Will one stiffness serve both for flattening this TiSi crystal and for stretching it? The energies at axial ratios 0.8 and 1.2 suggest that it will: 123 and 120 meV/atom look like the two sides of a symmetric well. The stresses contradict this. At 1.2 the crystal pushes back about twice as hard as at 0.8.

TiSi (Cmmm; a = 3.632, b = 4.235, c = 3.804 Å, not relaxed at this level) is strained along c at fixed volume and fractional coordinates. Ansatz 0.2.0, plane-wave PAW, scalar-relativistic PBEsol without spin polarisation, 420 eV cutoff, 20×20×14 k mesh, 0.15 eV Gaussian smearing. Energies are free energies relative to ratio 1; pressure is positive in compression.

| axial ratio (over its starting value) | energy change (meV/atom) | pressure (GPa) |
| --- | --- | --- |
| 0.8 | 123.0 | 0.48 |
| 0.85 | 77.1 | -0.72 |
| 0.92 | 24.7 | -2.52 |
| 0.96 | 6.8 | -3.51 |
| 1 | 0.0 | -4.33 |
| 1.05 | 7.6 | -5.10 |
| 1.1 | 30.4 | -5.62 |
| 1.2 | 119.6 | -5.71 |
| 1.3 | 265.2 | -4.35 |

**Two different roads**

The crystal consists of alternating Ti and Si layers stacked along the axis. A small axial ratio means a flattened cell: the layers approach each other while the atoms within each layer move apart. A large ratio does the opposite. The volume is held fixed, so the energy change measures the cost of a new shape, not of compression.

Flattening leads towards the proportions of the CsCl structure. There an atom has its like neighbours equally far away along the axis and within the layer, which in this cell would happen near a ratio of 0.73. If the two in-plane edges were also equal, that shape would be cubic. The axis would then be no different from the other two directions, and symmetry would forbid any force that favours lengthening or shortening it.

A restoring force that is zero at the energy minimum and zero again at the cubic shape has to peak somewhere between them. Here the argument holds only approximately, because the in-plane edges differ by about 17 % and keep their proportion throughout. No point of the scan has its energy slope fixed at zero by symmetry. Stretching leads away from the CsCl-like shape, so this reason for a fading force is absent there.

**From 0.8 to 0.85: the force has stopped growing**

In the first two rows the energy still changes strongly, by 46 meV/atom. The force behind it hardly changes. Its measure is the axial stress less the mean in-plane stress, counted positive in compression, and this restoring stress is 12.3 GPa at 0.8 and 12.1 GPa at 0.85. The crystal still resists flattening, but further flattening no longer makes it resist harder.

The distances show how near the CsCl-like arrangement has come. Like atoms within a layer are 3.0 Å apart at 0.8, against 2.79 Å in the undisturbed cell. Along the axis their distance has shrunk from 3.80 to 3.28 Å. The difference between the two directions, which gives the axis its special role, has largely gone.

The two in-plane edges are not at rest either. At 0.8 the stresses along them differ by 9 GPa, in the sense that the shorter edge would shrink and the longer one grow. This is a different distortion from the axial one: it skews the angle between neighbouring rows of like atoms, and symmetry does not tie its stiffness to that of the axis. It does not decide for or against the picture, but a stress of this size shows that the inequality of the edges, which the symmetry argument neglects, is no small matter. Freeing these edges would lower the energy at 0.8.

**From 0.92 to 1.05: the ordinary elastic region**

Close to the minimum the crystal behaves like a spring. The restoring stress is 4.95 GPa at 0.96 and −5.5 GPa at 1.05, nearly equal and opposite. It passes through zero at a ratio of 1.003, where the axial and in-plane stresses balance. This is a minimum along one path only; the scan does not test distortions that lower the symmetry, nor does it compare this phase with other structures of TiSi.

The stresses near the minimum, together with an assumed shape of the curve, give estimates of the energies. Let $E$ be the energy per atom, $r$ the axial ratio, $V$ the volume per atom and $\Delta\sigma$ the restoring stress. At fixed volume, raising $\ln r$ by a small amount lengthens the axis by two thirds of it and shortens each in-plane edge by one third, so that

$$\frac{dE}{d\ln r}=-\tfrac{2}{3}\,V\,\Delta\sigma .$$

The change of this slope between 0.96 and 1.05 gives a stiffness $K$ of 7.1 eV/atom. Between 0.92 and 0.96 it is already down to 5.4 eV/atom, so the softening sets in early. An ordinary spring has the energy $\tfrac12Kx^2$, where $x$ is the distance in $\ln r$ from the minimum. The simplest curve that also flattens out at the CsCl-like ratio, a distance $L$ from the minimum, is

$$E=K\left(\frac{L}{\pi}\right)^2\left[1-\cos\frac{\pi x}{L}\right].$$

For the row at 0.8, $x=\ln(1.003/0.8)=0.226$ and $L=\ln(1.003/0.733)=0.314$. The factor in front is $7.1\times(0.314/\pi)^2=0.071$ eV, and the bracket is $1+0.64$. The product is 0.116 eV, or 116 meV/atom.

The computed value is 123 meV/atom, so the cosine is about 5 % low, although no energy of the table went into it. The plain spring gives 182 meV/atom, too high by about half. With strain counted in $\ln r$, a stiffness measured near the minimum therefore badly overstates the cost of strong flattening.

The cosine must not be read as a map of the barrier. At 0.8 its slope is only 73 % of the computed one: the curve is already past its steepest point, while the computed force has merely levelled off. Below 0.8 the force must either fall faster than that of the cosine or reach zero only beyond the CsCl-like ratio, if at all; the scan ends too early to tell. The levelling off fits the approach to the CsCl-like shape, but does not prove that this is its cause.

**From 1.1 to 1.3: the spring holds**

On the stretching side the force keeps growing. The restoring stress goes from −10.6 GPa at 1.1 to −23.6 GPa at 1.2 and −36.2 GPa at 1.3. The plain spring, which failed for strong flattening, now does well: at 1.3 it gives 238 meV/atom against the computed 265, about 10 % too low. The cosine, whose reason does not apply on this side, gives only half the computed energy there.

The equal energies at 0.8 and 1.2 can now be understood. Flattening to 0.8 is the larger distortion, since it changes the proportions by a factor of 1.25 rather than 1.2. The crystal goes further for the same energy because it has softened on the way. The last step on each side shows the difference plainly: going from 1.2 to 1.3 costs another 146 meV/atom, going from 0.85 to 0.8 only 46, although in $\ln r$ that step is three quarters as long.

Stretching also crowds like atoms within the layers. Up to 1.1 the shortest contact in the crystal is between Ti and Si; at 1.2 and 1.3 it is between like atoms, which end up 2.56 Å apart. The mean in-plane stress has by then turned from tension to compression, so this crowding probably contributes to the steep rise. No row separates it from the cost of lengthening the Ti–Si contacts, or the part of the Ti pairs from that of the Si pairs.

How stiff the stretched crystal appears depends somewhat on how strain is counted. In $\ln r$ the stiffness dips slightly between 1.05 and 1.1 and then rises towards 1.3, while in the plain ratio it falls by roughly a third from its value near the minimum. In both measures it stays far above the stiffness between 0.8 and 0.85. The softening under strong flattening thus shows on either scale, but how lopsided the well looks depends on the one chosen.

**The pressure column runs by its own rule**

The pressure does not follow the energy. It falls from 0.48 GPa at 0.8 to −5.71 GPa at 1.2 and then turns back to −4.35 GPa at 1.3. It is the average of the stresses in three directions, and these can cancel, whereas the shape energy depends on their difference.

Between 0.8 and 1 the axial stress does most of the work. It drops by nearly 13 GPa as the squeezed axis is released, while the in-plane mean ends less than 1 GPa from where it began. Between 1.2 and 1.3 the axial stress falls by another 7 GPa, but the in-plane mean rises by 5.6 GPa as the layers are crowded. The in-plane stress counts twice in the average, so the pressure goes up.

The −4.33 GPa of the undisturbed cell is a different matter. The cell was not relaxed at this level of theory and is somewhat too large, so it pulls inwards in every direction. This hardly affects where the minimum lies: from the slope of the pressure near a ratio of 1, a volume smaller by 1 % would shift the best ratio by only about 0.2 %. The PBEsol runs used PAW datasets made for PBE; the error this brings to the stresses was not measured.

**What carries over**

For another crystal built of alternating, closely bound atomic layers, the first thing to ask is where the distortion leads. If it leads towards a shape in which the axis loses its special role, the restoring force should fade before that shape is reached, and a stiffness taken near the minimum is likely to overstate the cost. If it leads away, that cause of softening is missing. The geometry can suggest a soft direction, but the height of any barrier has to be computed.
